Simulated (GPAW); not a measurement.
# CdSe (Cadmoselite) (P6_3mc) in GPAW: further runs

The runs below take CdSe (Cadmoselite) through relaxation of cell and atoms, with PBEsol, PBEsol+D3.

All numbers are computed with GPAW 26.7.0; they aren't measurements. Logs are shortened: lines on timing, memory, paths and dates and some standing lists are left out, and cuts for length are marked. The log counts tension as positive stress, the text compression.

## 1. Starting point

The structure is hexagonal, space group P6_3mc (No. 186). Conventional cell: a = 4.300 Å, b = 4.300 Å, c = 7.020 Å, α = 90.00°, β = 90.00°, γ = 120.00°. Cd (site symmetry 3m) is surrounded by 4 Se at 2.61 to 2.70 Å. Se (site symmetry 3m) is surrounded by 4 Cd at 2.61 to 2.70 Å.

## 2. Relaxation of cell and atoms, PBEsol

The input, run.py:

```python
from ase import Atoms
from ase.filters import FrechetCellFilter
from ase.io import write
from ase.optimize import BFGS
from gpaw import GPAW, PW, setup_paths

setup_paths.insert(0, '.')

atoms = Atoms(['Cd', 'Cd', 'Se', 'Se'],
              cell=[[4.3, 0.0, 0.0],
                    [-2.15, 3.7239092363, 0.0],
                    [0.0, 0.0, 7.02]],
              scaled_positions=[[0.6666666667, 0.3333333333, 0.5],
                                [0.3333333333, 0.6666666667, 0.0],
                                [0.6666666667, 0.3333333333, 0.885],
                                [0.3333333333, 0.6666666667, 0.385]],
              pbc=True)

calc = GPAW(mode=PW(600),
            xc='PBEsol',
            kpts={'size': (5, 5, 3), 'gamma': True},
            occupations={'name': 'fermi-dirac', 'width': 0.05},
            nbands=31,
            convergence={'density': 1e-05, 'forces': 0.0001},
            maxiter=150,
            txt='gpaw.txt')
atoms.calc = calc
opt = BFGS(FrechetCellFilter(atoms), trajectory='relax.traj', logfile='-')
done = opt.run(fmax=0.02, steps=60)
calc.write('gs.gpw')
write('result.traj', atoms)
print('Converged:', done)
print('Cell:', atoms.cell.cellpar().round(4))
print('Volume:', round(atoms.get_volume(), 4))
print(atoms.get_scaled_positions().round(5))
```

Potentials or basis: PAW data sets generated in the run's folder for this functional, pw.

Started as:

```
$ gpaw-setup -f PBEsol Cd Se
$ OMP_NUM_THREADS=1 python run.py
```

gpaw.txt:

```text
__  _  _
 | _ |_)|_||  |
 |__||  | ||/\| - 26.7.0

Input parameters:
  mode=PW(ecut=600.0),
  convergence={'density': 1e-05, 'forces': 0.0001},
  kpts=MonkhorstPack(size=(5, 5, 3), gamma=True),
  maxiter=150,
  nbands=31,
  occupations=Occupations(name='fermi-dirac', width=0.05),
  xc=XC(name='PBEsol')

Diagonalizing LCAO Hamiltonian
Converting LCAO to pw mode

            Se

        Se  Cd

        Cd

Atoms  # Å, Bohr magnetons
|   | symbol |         x |        y |        z |    initial magnetic moments |
|---|--------|-----------|----------|----------|-----------------------------|
| 0 |     Cd |  2.150000 | 1.241303 | 3.510000 | ( 0.0000,  0.0000,  0.0000) |
| 1 |     Cd | -0.000000 | 2.482606 | 0.000000 | ( 0.0000,  0.0000,  0.0000) |
| 2 |     Se |  2.150000 | 1.241303 | 6.212700 | ( 0.0000,  0.0000,  0.0000) |
| 3 |     Se | -0.000000 | 2.482606 | 2.702700 | ( 0.0000,  0.0000,  0.0000) |

Unit cell  # Å
| periodic |         x |        y |        z |  lengths |     angles |
|----------|-----------|----------|----------|----------|------------|
|      yes |  4.300000 | 0.000000 | 0.000000 | 4.300000 |  90.000000 |
|      yes | -2.150000 | 3.723909 | 0.000000 | 4.300000 |  90.000000 |
|      yes |  0.000000 | 0.000000 | 7.020000 | 7.020000 | 120.000000 |

Number of symmetries: 6
Symmetry operations  # r_c * U_cc + t_c -> r_c
|   | kind |            matrix            |
|---|------|------------------------------|
| 0 |  σ   |  1, 1, 0,  0,-1, 0,  0, 0, 1 |
| 1 |  E   |  1, 0, 0,  0, 1, 0,  0, 0, 1 |
| 2 |  C3  |  0, 1, 0, -1,-1, 0,  0, 0, 1 |
| 3 |  σ   |  0,-1, 0, -1, 0, 0,  0, 0, 1 |
| 4 |  σ   | -1, 0, 0,  1, 1, 0,  0, 0, 1 |
| 5 |  C3  | -1,-1, 0,  1, 0, 0,  0, 0, 1 |
[... 191 lines left out ...]
Gap: 0.569 eV
Transition (v -> c):
  (s=0, k=0, n=17, [0.00, 0.00, 0.00]) -> (s=0, k=0, n=18, [0.00, 0.00, 0.00])
No difference between direct/indirect transitions

Stress tensor  # eV/Ang^3
|         x |         y |        z |
|-----------|-----------|----------|
| -0.003907 |  0.000000 | 0.000000 |
|  0.000000 | -0.003907 | 0.000000 |
|  0.000000 |  0.000000 | 0.007773 |

Forces  # eV/Ang
|        x |       y |        z |
|----------|---------|----------|
|  0.00000 | 0.00000 |  0.26884 |  # Cd   0
|  0.00000 | 0.00000 |  0.26903 |  # Cd   1
| -0.00000 | 0.00000 | -0.26896 |  # Se   2
| -0.00000 | 0.00000 | -0.26897 |  # Se   3

Interpolating wave functions to new cell

            Se

        Se  Cd

        Cd

Atoms  # Å, Bohr magnetons
|   | symbol |         x |        y |        z |    initial magnetic moments |
|---|--------|-----------|----------|----------|-----------------------------|
| 0 |     Cd |  2.150843 | 1.241790 | 3.511100 | ( 0.0000,  0.0000,  0.0000) |
| 1 |     Cd | -0.000000 | 2.483580 | 0.003840 | ( 0.0000,  0.0000,  0.0000) |
| 2 |     Se |  2.150843 | 1.241790 | 6.204016 | ( 0.0000,  0.0000,  0.0000) |
[... 468 lines left out ...]

Forces  # eV/Ang
|        x |        y |        z |
|----------|----------|----------|
| -0.00000 | -0.00000 | -0.02727 |  # Cd   0
| -0.00000 |  0.00000 | -0.02725 |  # Cd   1
|  0.00000 | -0.00000 |  0.02727 |  # Se   2
| -0.00000 |  0.00000 |  0.02727 |  # Se   3
[... 226 lines left out ...]
Gap: 0.547 eV
Transition (v -> c):
  (s=0, k=0, n=17, [0.00, 0.00, 0.00]) -> (s=0, k=0, n=18, [0.00, 0.00, 0.00])
No difference between direct/indirect transitions

Stress tensor  # eV/Ang^3
|         x |        y |         z |
|-----------|----------|-----------|
|  0.000892 | 0.000000 | -0.000000 |
| -0.000000 | 0.000892 |  0.000000 |
| -0.000000 | 0.000000 | -0.000379 |

Forces  # eV/Ang
|        x |       y |        z |
|----------|---------|----------|
|  0.00000 | 0.00000 |  0.01172 |  # Cd   0
| -0.00000 | 0.00000 |  0.01172 |  # Cd   1
|  0.00000 | 0.00000 | -0.01173 |  # Se   2
|  0.00000 | 0.00000 | -0.01173 |  # Se   3
[... 253 lines left out ...]
Atoms  # Å, Bohr magnetons
|   | symbol |         x |        y |        z |    initial magnetic moments |
|---|--------|-----------|----------|----------|-----------------------------|
| 0 |     Cd |  2.152530 | 1.242764 | 3.522461 | ( 0.0000,  0.0000,  0.0000) |
| 1 |     Cd | -0.000000 | 2.485527 | 0.029093 | ( 0.0000,  0.0000,  0.0000) |
| 2 |     Se |  2.152530 | 1.242764 | 6.154147 | ( 0.0000,  0.0000,  0.0000) |
| 3 |     Se | -0.000000 | 2.485527 | 2.660782 | ( 0.0000,  0.0000,  0.0000) |

Unit cell  # Å
| periodic |         x |        y |         z |  lengths |     angles |
|----------|-----------|----------|-----------|----------|------------|
|      yes |  4.305059 | 0.000000 | -0.000000 | 4.305059 |  90.000000 |
|      yes | -2.152530 | 3.728291 | -0.000000 | 4.305059 |  90.000000 |
|      yes |  0.000000 | 0.000000 |  6.986733 | 6.986733 | 120.000000 |

Number of symmetries: 6
Symmetry operations  # r_c * U_cc + t_c -> r_c
|   | kind |            matrix            |
|---|------|------------------------------|
| 0 |  σ   |  1, 1, 0,  0,-1, 0,  0, 0, 1 |
| 1 |  E   |  1, 0, 0,  0, 1, 0,  0, 0, 1 |
| 2 |  C3  |  0, 1, 0, -1,-1, 0,  0, 0, 1 |
| 3 |  σ   |  0,-1, 0, -1, 0, 0,  0, 0, 1 |
| 4 |  σ   | -1, 0, 0,  1, 1, 0,  0, 0, 1 |
| 5 |  C3  | -1,-1, 0,  1, 0, 0,  0, 0, 1 |
[... 191 lines left out ...]
Gap: 0.546 eV
Transition (v -> c):
  (s=0, k=0, n=17, [0.00, 0.00, 0.00]) -> (s=0, k=0, n=18, [0.00, 0.00, 0.00])
No difference between direct/indirect transitions

Stress tensor  # eV/Ang^3
|        x |        y |         z |
|----------|----------|-----------|
| 0.000321 | 0.000000 |  0.000000 |
| 0.000000 | 0.000321 |  0.000000 |
| 0.000000 | 0.000000 | -0.001157 |

Forces  # eV/Ang
|        x |       y |        z |
|----------|---------|----------|
|  0.00000 | 0.00000 | -0.00454 |  # Cd   0
| -0.00000 | 0.00000 | -0.00452 |  # Cd   1
|  0.00000 | 0.00000 |  0.00442 |  # Se   2
|  0.00000 | 0.00000 |  0.00440 |  # Se   3
[... 231 lines left out ...]
Stress tensor  # eV/Ang^3
|         x |         y |         z |
|-----------|-----------|-----------|
| -0.000111 |  0.000000 |  0.000000 |
|  0.000000 | -0.000111 |  0.000000 |
|  0.000000 |  0.000000 | -0.001200 |

Forces  # eV/Ang
|       x |       y |        z |
|---------|---------|----------|
| 0.00000 | 0.00000 | -0.00314 |  # Cd   0
| 0.00000 | 0.00000 | -0.00315 |  # Cd   1
| 0.00000 | 0.00000 |  0.00307 |  # Se   2
| 0.00000 | 0.00000 |  0.00308 |  # Se   3

Interpolating wave functions to new cell
[... 227 lines left out ...]
Stress tensor  # eV/Ang^3
|         x |         y |         z |
|-----------|-----------|-----------|
| -0.000400 |  0.000000 |  0.000000 |
| -0.000000 | -0.000400 | -0.000000 |
|  0.000000 | -0.000000 | -0.001005 |

Forces  # eV/Ang
|       x |       y |        z |
|---------|---------|----------|
| 0.00000 | 0.00000 |  0.00212 |  # Cd   0
| 0.00000 | 0.00000 |  0.00209 |  # Cd   1
| 0.00000 | 0.00000 | -0.00219 |  # Se   2
| 0.00000 | 0.00000 | -0.00215 |  # Se   3

Interpolating wave functions to new cell
[... 477 lines left out ...]
Forces  # eV/Ang
|        x |        y |        z |
|----------|----------|----------|
|  0.00000 |  0.00000 |  0.00865 |  # Cd   0
| -0.00000 |  0.00000 |  0.00867 |  # Cd   1
|  0.00000 | -0.00000 | -0.00886 |  # Se   2
| -0.00000 |  0.00000 | -0.00888 |  # Se   3

# Writing to gs.gpw (mode='')
```

stdout:

```text
Step          Energy          fmax
BFGS:    0      -12.716699        0.269035
BFGS:    1      -12.721522        0.235055
BFGS:    2      -12.734811        0.046194
BFGS:    3      -12.735108        0.025067
BFGS:    4      -12.735134        0.024506
BFGS:    5      -12.735333        0.032451
BFGS:    6      -12.735398        0.033616
BFGS:    7      -12.735430        0.028128
BFGS:    8      -12.735456        0.021834
BFGS:    9      -12.735507        0.013315
Converged: True
Cell: [  4.2984   4.2984   7.0027  90.      90.     120.    ]
Volume: 112.0503
[[0.66667 0.33333 0.50438]
 [0.33333 0.66667 0.00438]
 [0.66667 0.33333 0.88061]
 [0.33333 0.66667 0.38061]]
```

Run time: 2.1 min. Hardware: 1 thread of Intel Xeon 6975P-C (Granite Rapids), shared host; peak memory 0.26 GiB.

Results:

```
Free energy                            : -12.7355 eV
Relaxed volume                         : 28.01 Å³/atom
Relaxed cell                           : a = 4.298 Å, b = 4.298 Å, c = 7.003 Å, α = 90.00°, β = 90.00°, γ = 120.00°
Space group after relaxing (to 0.05 Å) : P6_3mc (No. 186)
Energy gained by relaxing              : 4.7 meV/atom
Ionic steps                            : 10
Pressure after relaxing                : 0.1 GPa
Largest force after relaxing           : 0.009 eV/Å
Band gap on the k mesh                 : 0.54 eV, direct
```

Forces in eV/Å, atoms in the order of the input:
```
Cd   0.000  0.000  0.009
Cd   0.000  0.000  0.009
Se   0.000  0.000 -0.009
Se   0.000  0.000 -0.009
```

Step by step:
```csv
step,energy change (eV),largest force (eV/Å),pressure (GPa),volume (Å³)
1,0.0000,0.2690,0.00,112.41
2,-0.0048,0.2352,-0.02,112.41
3,-0.0181,0.0273,-0.08,112.37
4,-0.0184,0.0117,-0.08,112.36
5,-0.0184,0.0093,-0.07,112.34
6,-0.0186,0.0045,0.03,112.14
7,-0.0187,0.0031,0.08,112.04
8,-0.0187,0.0022,0.10,111.99
9,-0.0187,0.0056,0.09,112.00
10,-0.0188,0.0089,0.07,112.05
```

Final structure:
```
CELL_PARAMETERS angstrom
4.29842 0.00000 0.00000
-2.14921 3.72254 0.00000
0.00000 0.00000 7.00268
ATOMIC_POSITIONS crystal
Cd 0.66667 0.33333 0.50438
Cd 0.33333 0.66667 0.00438
Se 0.66667 0.33333 0.88061
Se 0.33333 0.66667 0.38061
```

Caveat: later steps reuse the first step's grids. PBEsol gaps usually lie below the measured ones, often by a third to a half.

## 3. Relaxation of cell and atoms, PBEsol+D3

Changes to run.py since step 2:

```diff
@@ -1,2 +1,3 @@
 from ase import Atoms
+from ase.calculators.mixing import SumCalculator
 from ase.filters import FrechetCellFilter
@@ -4,2 +5,3 @@
 from ase.optimize import BFGS
+from dftd3.ase import DFTD3
 from gpaw import GPAW, PW, setup_paths
@@ -26,3 +28,3 @@
             txt='gpaw.txt')
-atoms.calc = calc
+atoms.calc = SumCalculator([calc, DFTD3(method='pbesol', damping='d3zero')])
 opt = BFGS(FrechetCellFilter(atoms), trajectory='relax.traj', logfile='-')
```

Potentials or basis: PAW data sets generated in the run's folder for this functional, pw.

Started as:

```
$ gpaw-setup -f PBEsol Cd Se
$ OMP_NUM_THREADS=1 python run.py
```

gpaw.txt:

```text
__  _  _
 | _ |_)|_||  |
 |__||  | ||/\| - 26.7.0

Input parameters:
  mode=PW(ecut=600.0),
  convergence={'density': 1e-05, 'forces': 0.0001},
  kpts=MonkhorstPack(size=(5, 5, 3), gamma=True),
  maxiter=150,
  nbands=31,
  occupations=Occupations(name='fermi-dirac', width=0.05),
  xc=XC(name='PBEsol')

Diagonalizing LCAO Hamiltonian
Converting LCAO to pw mode

            Se

        Se  Cd

        Cd

Atoms  # Å, Bohr magnetons
|   | symbol |         x |        y |        z |    initial magnetic moments |
|---|--------|-----------|----------|----------|-----------------------------|
| 0 |     Cd |  2.150000 | 1.241303 | 3.510000 | ( 0.0000,  0.0000,  0.0000) |
| 1 |     Cd | -0.000000 | 2.482606 | 0.000000 | ( 0.0000,  0.0000,  0.0000) |
| 2 |     Se |  2.150000 | 1.241303 | 6.212700 | ( 0.0000,  0.0000,  0.0000) |
| 3 |     Se | -0.000000 | 2.482606 | 2.702700 | ( 0.0000,  0.0000,  0.0000) |
[... 241 lines left out ...]
| 1 |     Cd | -0.000000 | 2.480875 | 0.003595 | ( 0.0000,  0.0000,  0.0000) |
| 2 |     Se |  2.148501 | 1.240437 | 6.196992 | ( 0.0000,  0.0000,  0.0000) |
| 3 |     Se | -0.000000 | 2.480875 | 2.693836 | ( 0.0000,  0.0000,  0.0000) |
[... 210 lines left out ...]
Gap: 0.572 eV
Transition (v -> c):
  (s=0, k=0, n=17, [0.00, 0.00, 0.00]) -> (s=0, k=0, n=18, [0.00, 0.00, 0.00])
No difference between direct/indirect transitions

Stress tensor  # eV/Ang^3
|         x |         y |        z |
|-----------|-----------|----------|
| -0.004338 | -0.000000 | 0.000000 |
| -0.000000 | -0.004338 | 0.000000 |
|  0.000000 |  0.000000 | 0.005825 |

Forces  # eV/Ang
|        x |        y |        z |
|----------|----------|----------|
|  0.00000 | -0.00000 |  0.23945 |  # Cd   0
| -0.00000 |  0.00000 |  0.23942 |  # Cd   1
| -0.00000 | -0.00000 | -0.23951 |  # Se   2
| -0.00000 |  0.00000 | -0.23952 |  # Se   3
[... 479 lines left out ...]
Stress tensor  # eV/Ang^3
|         x |         y |         z |
|-----------|-----------|-----------|
| -0.008055 | -0.000000 | -0.000000 |
| -0.000000 | -0.008055 |  0.000000 |
| -0.000000 | -0.000000 | -0.010945 |

Forces  # eV/Ang
|       x |        y |        z |
|---------|----------|----------|
| 0.00000 |  0.00000 | -0.01340 |  # Cd   0
| 0.00000 | -0.00000 | -0.01340 |  # Cd   1
| 0.00000 |  0.00000 |  0.01339 |  # Se   2
| 0.00000 | -0.00000 |  0.01341 |  # Se   3

Interpolating wave functions to new cell
[... 724 lines left out ...]
Forces  # eV/Ang
|        x |        y |        z |
|----------|----------|----------|
|  0.00000 |  0.00000 |  0.00966 |  # Cd   0
| -0.00000 | -0.00000 |  0.00966 |  # Cd   1
| -0.00000 |  0.00000 | -0.00959 |  # Se   2
| -0.00000 | -0.00000 | -0.00958 |  # Se   3

# Writing to gs.gpw (mode='')
```

Run time: 93 s. Hardware: 1 thread of Intel Xeon 6975P-C (Granite Rapids), shared host; peak memory 0.25 GiB.

Results:

```yaml
Free_energy: -13.6110 eV
Relaxed_volume: 27.12 Å³/atom
Relaxed_cell: a = 4.261 Å, b = 4.261 Å, c = 6.899 Å, α = 90.00°, β = 90.00°, γ = 120.00°
Space_group_after_relaxing_to_0.05_Å: P6_3mc (No. 186)
Energy_gained_by_relaxing: 10.2 meV/atom
Ionic_steps: 7
Pressure_after_relaxing: 0.0 GPa
Largest_force_after_relaxing: 0.004 eV/Å
Band_gap_on_the_k_mesh: 0.62 eV, direct
Dispersion_energy_per_atom: -0.224 eV
```

Forces in eV/Å, atoms in the order of the input:
```
Cd   0.000  0.000 -0.004
Cd   0.000  0.000 -0.004
Se   0.000  0.000  0.004
Se   0.000  0.000  0.004
```

The path:
| step | energy change (eV) | largest force (eV/Å) | pressure (GPa) | volume (Å³) |
| --- | --- | --- | --- | --- |
| 1 | 0.0000 | 0.2521 | -1.78 | 112.41 |
| 2 | -0.0085 | 0.2231 | -1.64 | 112.03 |
| 3 | -0.0369 | 0.1393 | -0.06 | 108.66 |
| 4 | -0.0395 | 0.0266 | -0.43 | 109.34 |
| 5 | -0.0398 | 0.0309 | -0.34 | 109.17 |
| 6 | -0.0406 | 0.0186 | -0.03 | 108.56 |
| 7 | -0.0407 | 0.0040 | 0.01 | 108.49 |

Final structure:
```cif
data_structure
_symmetry_space_group_name_H-M 'P 1'
_symmetry_Int_Tables_number 1
_cell_length_a 4.2611
_cell_length_b 4.2611
_cell_length_c 6.8991
_cell_angle_alpha 90.000
_cell_angle_beta 90.000
_cell_angle_gamma 120.000
_cell_volume 108.49
loop_
_atom_site_label
_atom_site_type_symbol
_atom_site_fract_x
_atom_site_fract_y
_atom_site_fract_z
_atom_site_occupancy
Cd1 Cd 0.66667 0.33333 0.50368 1
Cd2 Cd 0.33333 0.66667 0.00368 1
Se1 Se 0.66667 0.33333 0.88132 1
Se2 Se 0.33333 0.66667 0.38132 1
```

Caveat: later steps reuse the first step's grids. As with any semilocal functional, this PBEsol gap is likely too small.
